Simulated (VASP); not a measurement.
# Al2O3 (P-6m2) in VASP: a series of runs, part 2 of 3

VASP 6.6.1. The steps go on from the part before.

## (4) Dielectric tensor, PBE

Contents of INCAR:

```
  ALGO = Normal
  EDIFF = 1E-5
  ENCUT = 400
  GGA = PE
  ISIF = 2
  ISMEAR = 0
  LASPH = T
  LCHARG = F
  LEPSILON = T
  LREAL = F
  LWAVE = F
  NELM = 100
  PREC = Accurate
  SIGMA = 0.01
```

Contents of KPOINTS:

```
k-points
0
Gamma
  10 10 3
```

Contents of POSCAR:

```
Al2O3
1.0
    2.8843249483      0.0000000000      0.0000000000
   -1.4421624742      2.4978986780      0.0000000000
    0.0000000000      0.0000000000      9.3367544600
Al O
2 3
Direct
    0.0000000000      0.0000000000      0.8500076700
    0.0000000000      0.0000000000      0.1499923300
    0.3333333333      0.6666666667      0.7776830800
    0.6666666667      0.3333333333      0.0000000000
    0.3333333333      0.6666666667      0.2223169200
```

Potentials or basis: VASP PAW PBE potentials, release 64 (Al, O).

Started as:

```bash
> cat potpaw_PBE.64/Al/POTCAR potpaw_PBE.64/O/POTCAR > POTCAR
> mpirun -np 1 vasp_std > vasp.out
```

OUTCAR:

```text
EDIFF = 1E-5
   ENCUT = 400
   GGA = PE
   ISIF = 2
   ISMEAR = 0
   LASPH = T
   LEPSILON = T
   LREAL = F
   NELM = 100
   PREC = Accurate

 Found     28 irreducible k-points:

 Following reciprocal coordinates:
            Coordinates               Weight
  0.000000  0.000000  0.000000      1.000000
  0.100000  0.000000  0.000000      6.000000
  0.200000  0.000000  0.000000      6.000000
  0.300000 -0.000000  0.000000      6.000000
  0.400000 -0.000000  0.000000      6.000000
  0.500000  0.000000  0.000000      3.000000
   k-points           NKPTS =     28   k-points in BZ     NKDIM =     28   number of bands    NBANDS=     16
   number of dos      NEDOS =    301   number of ions     NIONS =      5
   total plane-waves  NPLWV =  25600
   dimension x,y,z NGX =    20 NGY =   20 NGZ =   64
   dimension x,y,z NGXF=    40 NGYF=   40 NGZF=  128
   ions per type =               2   3
   NGX,Y,Z   is equivalent  to a cutoff of  11.53, 11.53, 11.40 a.u.
   NGXF,Y,Z  is equivalent  to a cutoff of  23.06, 23.06, 22.79 a.u.
 SYSTEM =  unknown system
   PREC   = accura    normal or accurate (medium, high low for compatibility)
   ISTART =      0    job   : 0-new  1-cont  2-samecut
   ICHARG =      2    charge: 1-file 2-atom 10-const
   ISPIN  =      1    spin polarized calculation?
   LNONCOLLINEAR =      F non collinear calculations
   LSORBIT =      F    spin-orbit coupling
   LASPH  =      T    aspherical Exc in radial PAW
   ENCUT  =  400.0 eV  29.40 Ry    5.42 a.u.   4.70  4.70 15.23*2*pi/ulx,y,z
   NELM   =    100;   NELMIN=  2; NELMDL= -5     # of ELM steps
   EDIFF  = 0.1E-04   stopping-criterion for ELM
   LREAL  =      F    real-space projection
   EDIFFG = 0.1E-03   stopping-criterion for IOM
   NSW    =      0    number of steps for IOM
   IBRION =     -1    ionic relax: 0-MD 1-quasi-New 2-CG
   NFREE  =      0    steps in history (QN), initial steepest desc. (CG)
   ISIF   =      2    stress and relaxation
   ISYM   =      2    0-nonsym 1-usesym 2-fastsym
   POTIM  = 0.5000    time-step for ionic-motion
   TEBEG  =    0.0;   TEEND  =   0.0 temperature during run
   PSTRESS=    0.0 pullay stress
   NELECT =      24.0000    total number of electrons
   NUPDOWN=      -1.0000    fix difference up-down
   EMIN   =  10.00;   EMAX   =-10.00  energy-range for DOS
   EFERMI =   0.00;   METHOD = LEGACY
   ISMEAR =     0;   SIGMA  =   0.01  broadening in eV -4-tet -1-fermi 0-gaus
   EFERMI_NEDOS =   21; number of points for ismear=-14 and -15
   IALGO  =     38    algorithm
   IMIX   =      4    mixing-type and parameters
     AMIX     =   0.40;   BMIX     =  1.00
     AMIX_MAG =   1.60;   BMIX_MAG =  1.00
  volume/ion in A,a.u.               =      13.45        90.79
  Fermi-wavevector in a.u.,A,eV,Ry     =   1.161111  2.194181 18.343074  1.348178
  Thomas-Fermi vector in A             =   2.297686
   LORBIT       =      0    0 simple, 1 ext, 2 COOP (PROOUT), +10 PAW based schemes
   GGA     = PE    functional components
   LHFCALC =     F    Hartree Fock is set to
   AEXX    =    0.0000 exact exchange contribution
   IVDW    =     0    specifies the selected vdW correction
   LEPSILON=     T    determine dielectric tensor
   LRPA    =     F    only Hartree local field effects (RPA)
 non-spin polarized calculation
 Gauss-broadening in eV      SIGMA  =   0.01
  energy-cutoff  :      400.00
  volume of cell :       67.27
[... 137 lines left out ...]
  external PRESSURE =     -41.7975641 kB  Pullay stress =       0.0000000 kB

 VOLUME and BASIS-vectors are now :
 -----------------------------------------------------------------------------
  energy-cutoff  :      400.00
  volume of cell :       67.27
      direct lattice vectors                 reciprocal lattice vectors
     2.884324948  0.000000000  0.000000000     0.346701574  0.200168247  0.000000000
    -1.442162474  2.497898678  0.000000000     0.000000000  0.400336494  0.000000000
     0.000000000  0.000000000  9.336754460     0.000000000  0.000000000  0.107103598

 POSITION                                       TOTAL-FORCE (eV/Angst)
 -----------------------------------------------------------------------------------
      0.00000      0.00000      7.93631         0.000000      0.000000      0.009042
      0.00000      0.00000      1.40044         0.000000     -0.000000     -0.009042
     -0.00000      1.66527      7.26104         0.000000      0.000000     -0.026366
      1.44216      0.83263      0.00000        -0.000000     -0.000000      0.000000
     -0.00000      1.66527      2.07572         0.000000     -0.000000      0.026366
 -----------------------------------------------------------------------------------
    total drift:                                0.000000     -0.000000     -0.000000

  FREE ENERGIE OF THE ION-ELECTRON SYSTEM (eV)
  ---------------------------------------------------
  free  energy   TOTEN  =       -36.4511954984 eV

  energy  without entropy=      -36.4511954984  energy(sigma->0) =      -36.45119550

 HEAD OF MICROSCOPIC STATIC DIELECTRIC TENSOR (INDEPENDENT PARTICLE, excluding Hartree and local field effects)
 ------------------------------------------------------
           2.747603    -0.000000     0.000000
          -0.000000     2.747603    -0.000000
          -0.000000     0.000000     2.582481
 ------------------------------------------------------

 Free energy of the ion-electron system (eV)
  ---------------------------------------------------
  ---------------------------------------------------
  free energy    TOTEN  =        -0.34357417 eV

  energy without entropy =       -0.34357417

------------------------ aborting loop because EDIFF is reached ----------------------------------------

--------------------------------------- Ionic step        2  -------------------------------------------

------------------------ aborting loop because EDIFF is reached ----------------------------------------

--------------------------------------- Ionic step        3  -------------------------------------------

 Free energy of the ion-electron system (eV)
  ---------------------------------------------------
  ---------------------------------------------------
  free energy    TOTEN  =        -0.18957560 eV

  energy without entropy =       -0.18957560

------------------------ aborting loop because EDIFF is reached ----------------------------------------

 PIEZOELECTRIC TENSOR FIELD DIRECTION 3  (e Angst)
 -----------------------------------------------------------------------------
    -0.00013 -0.00000  0.00000           ( -0.00000  0.00000 -0.00000)
     0.00000 -0.00013  0.00000           (  0.00000 -0.00000  0.00000)
     0.00000  0.00000  0.00034           ( -0.00000  0.00000 -0.00000)

 PIEZOELECTRIC TENSOR FIELD DIRECTION 3  (C/m^2)
 -----------------------------------------------------------------------------
    -0.00003 -0.00000  0.00000
     0.00000 -0.00003  0.00000
     0.00000  0.00000  0.00008

 MACROSCOPIC STATIC DIELECTRIC TENSOR (including local field effects in DFT)
 ------------------------------------------------------
           2.685803    -0.000000     0.000000
          -0.000000     2.685803    -0.000000
           0.000000    -0.000000     1.940080
 ------------------------------------------------------

 PIEZOELECTRIC TENSOR (including local field effects)  for field in x, y, z        (e  Angst)
          XX          YY          ZZ          XY          YZ          ZX
  --------------------------------------------------------------------------------
  x     0.00000    -0.00000    -0.00000    -0.07375     0.00000     0.00000
  y    -0.07375     0.07375    -0.00000    -0.00000     0.00000     0.00000
  z     0.00000     0.00000     0.00000    -0.00000     0.00000     0.00000

 PIEZOELECTRIC TENSOR (including local field effects)  for field in x, y, z        (C/m^2)
          XX          YY          ZZ          XY          YZ          ZX
  --------------------------------------------------------------------------------
  x     0.00000    -0.00000    -0.00000    -0.01757     0.00000     0.00000
  y    -0.01757     0.01757    -0.00000    -0.00000     0.00000     0.00000
  z     0.00000     0.00000     0.00000    -0.00000     0.00000     0.00000

 BORN EFFECTIVE CHARGES (including local field effects) (in |e|, cummulative output)
 ---------------------------------------------------------------------------------
 ion    1
    1     3.02248    -0.00000     0.00000
    2    -0.00000     3.02248     0.00000
    3     0.00000     0.00000     1.52040
 ion    2
    1     3.02248    -0.00000    -0.00000
    2    -0.00000     3.02248    -0.00000
    3     0.00000     0.00000     1.52040
 ion    3
    1    -1.90241     0.00000    -0.00000
    2     0.00000    -1.90241    -0.00000
    3     0.00000    -0.00000    -0.91682
 ion    4
    1    -2.24014     0.00000     0.00000
    2     0.00000    -2.24014     0.00000
    3     0.00000    -0.00000    -1.20716
 ion    5
    1    -1.90241     0.00000     0.00000
    2     0.00000    -1.90241     0.00000
    3    -0.00000     0.00000    -0.91682
```

OSZICAR:

```text
N       E                     dE             d eps       ncg     rms          rms(c)
DAV:   1     0.118825717561E+03    0.11883E+03   -0.11024E+04   896   0.109E+03
DAV:   2    -0.335550120712E+02   -0.15238E+03   -0.14802E+03  1144   0.269E+02
DAV:   3    -0.408146746054E+02   -0.72597E+01   -0.72494E+01  1176   0.707E+01
[... 11 lines left out ...]
RMM:   6    -0.190400565326E+00    0.51100E-02   -0.13668E-02  2115   0.418E-01    0.334E-02
RMM:   7    -0.190017127452E+00    0.38344E-03   -0.40728E-03  2049   0.931E-02    0.169E-02
RMM:   8    -0.189545438322E+00    0.47169E-03   -0.44301E-04  2062   0.328E-02    0.532E-03
RMM:   9    -0.189615694694E+00   -0.70256E-04   -0.76484E-04  1972   0.124E-02    0.246E-03
RMM:  10    -0.189589348500E+00    0.26346E-04   -0.20120E-04  1603   0.487E-03    0.664E-04
RMM:  11    -0.189567418037E+00    0.21930E-04    0.48153E-05  1458   0.303E-03    0.453E-04
RMM:  12    -0.189575602979E+00   -0.81849E-05    0.00000E+00   789   0.114E-03    0.150E-04
```

stdout:

```text
POSCAR found type information on POSCAR AlO
 POSCAR found :  2 types and       5 ions
 scaLAPACK will be used
 LDA part: xc-table for (Slater+PW92), standard interpolation
 POSCAR, INCAR and KPOINTS ok, starting setup
 FFT: planning ... GRIDC
 FFT: planning ... GRID_SOFT
 FFT: planning ... GRID
 WAVECAR not read
 entering main loop
 Linear response reoptimize wavefunctions to high precision
 Linear response G [H, r] |phi>, progress :
  Direction:   1
 Linear response G [H, r] |phi>, progress :
  Direction:   2
 Linear response G [H, r] |phi>, progress :
  Direction:   3
 Linear response to external field (no local field effect), progress :
  Direction:   1
 dielectric tensor                  component  1 :     2.542    -0.465    -0.003
 Linear response to external field (no local field effect), progress :
  Direction:   2
 dielectric tensor                  component  2 :    -0.465     2.953    -0.003
 Linear response to external field (no local field effect), progress :
  Direction:   3
 dielectric tensor                  component  3 :    -0.003    -0.003     2.582
 Linear response to external field, progress :
  Direction:   1
 dielectric tensor                  component  1 :     2.686     0.000     0.001
 Linear response to external field, progress :
  Direction:   2
 dielectric tensor                  component  2 :    -0.174     2.686    -0.003
 Linear response to external field, progress :
  Direction:   3
 dielectric tensor                  component  3 :    -0.002    -0.004     1.940
 Born effective charges drift removed
```

Wall time 6.1 min (1 thread of AMD EPYC 7R43 (Zen 3), shared host); peak memory 0.24 GiB.

The run converged, but some of its settings lie outside the range that counts as converged, so its numbers aren't taken as properties of the crystal.

What came out:

| Quantity | Value |
| --- | --- |
| Band gap on the k mesh | 4.77 eV, indirect (least direct gap 5.01 eV) |
| Electronic dielectric tensor (diagonal) | 2.69, 2.69, 1.94 |
| Born charges (mean of the diagonal) | Al +2.52; O -1.57, -1.90 e |

Caveat: the cutoff is under 1.25 times the usual one of these potentials, so pressure, stress and relaxed cells hold a basis-set (Pulay) error; an odd mesh through Γ misses points on the zone boundary, where band edges often lie.

## (5) Dielectric tensor, PBE

INCAR: that of step 4 with these lines changed.

```diff
@@ -1,3 +1,3 @@
   ALGO = Normal
-  EDIFF = 1E-5
+  EDIFF = 1E-8
   ENCUT = 400
@@ -9,3 +9,3 @@
   LEPSILON = T
-  LREAL = F
+  LREAL = Auto
   LWAVE = F
```

KPOINTS is that of step 4.

POSCAR is that of step 4.

Potentials or basis: VASP PAW PBE potentials, release 64 (Al, O).

Started as:

```bash
> cat potpaw_PBE.64/Al/POTCAR potpaw_PBE.64/O/POTCAR > POTCAR
> mpirun -np 1 vasp_std > vasp.out
```

OUTCAR:

```text
EDIFF = 1E-8
   ENCUT = 400
   GGA = PE
   ISIF = 2
   ISMEAR = 0
   LASPH = T
   LEPSILON = T
   LREAL = Auto
   NELM = 100
   PREC = Accurate

 Found     28 irreducible k-points:

 Following reciprocal coordinates:
            Coordinates               Weight
  0.000000  0.000000  0.000000      1.000000
  0.100000  0.000000  0.000000      6.000000
  0.200000  0.000000  0.000000      6.000000
  0.300000 -0.000000  0.000000      6.000000
  0.400000 -0.000000  0.000000      6.000000
  0.500000  0.000000  0.000000      3.000000
   k-points           NKPTS =     28   k-points in BZ     NKDIM =     28   number of bands    NBANDS=     16
   number of dos      NEDOS =    301   number of ions     NIONS =      5
   total plane-waves  NPLWV =  25600
[... 263 lines left out ...]
           0.000000     0.000000     1.940087
 ------------------------------------------------------

 PIEZOELECTRIC TENSOR (including local field effects)  for field in x, y, z        (e  Angst)
          XX          YY          ZZ          XY          YZ          ZX
  --------------------------------------------------------------------------------
  x     0.00000    -0.00000    -0.00000    -0.07362     0.00000     0.00000
  y    -0.07362     0.07362    -0.00000    -0.00000     0.00000     0.00000
  z     0.00000     0.00000     0.00000    -0.00000     0.00000     0.00000

 PIEZOELECTRIC TENSOR (including local field effects)  for field in x, y, z        (C/m^2)
          XX          YY          ZZ          XY          YZ          ZX
  --------------------------------------------------------------------------------
  x     0.00000    -0.00000    -0.00000    -0.01753     0.00000     0.00000
  y    -0.01753     0.01753    -0.00000    -0.00000     0.00000     0.00000
  z     0.00000     0.00000     0.00000    -0.00000     0.00000     0.00000

 BORN EFFECTIVE CHARGES (including local field effects) (in |e|, cummulative output)
 ---------------------------------------------------------------------------------
 ion    1
    1     3.02268    -0.00000     0.00000
    2    -0.00000     3.02268     0.00000
    3     0.00000     0.00000     1.52035
 ion    2
    1     3.02268    -0.00000    -0.00000
    2    -0.00000     3.02268    -0.00000
    3     0.00000     0.00000     1.52035
 ion    3
    1    -1.90261     0.00000    -0.00000
    2     0.00000    -1.90261     0.00000
    3     0.00000    -0.00000    -0.91682
 ion    4
    1    -2.24014     0.00000     0.00000
    2     0.00000    -2.24014     0.00000
    3    -0.00000    -0.00000    -1.20705
 ion    5
    1    -1.90261     0.00000     0.00000
    2     0.00000    -1.90261     0.00000
    3    -0.00000     0.00000    -0.91682
```

It took 12 min on 1 thread of AMD EPYC 7R43 (Zen 3), shared host; peak memory 0.23 GiB.

These settings aren't checked as converged: the numbers below hold their error.

What came out:

```
Band gap on the k mesh                  : 4.77 eV, indirect (least direct gap 5.01 eV)
Electronic dielectric tensor (diagonal) : 2.69, 2.69, 1.94
Born charges (mean of the diagonal)     : Al +2.52; O -1.57, -1.90 e
```

Caveat: the cutoff is under 1.25 times the usual one of these potentials, so pressure, stress and relaxed cells hold a basis-set (Pulay) error; an odd mesh through Γ misses points on the zone boundary, where band edges often lie.

(Continued in part 3 of 3.)
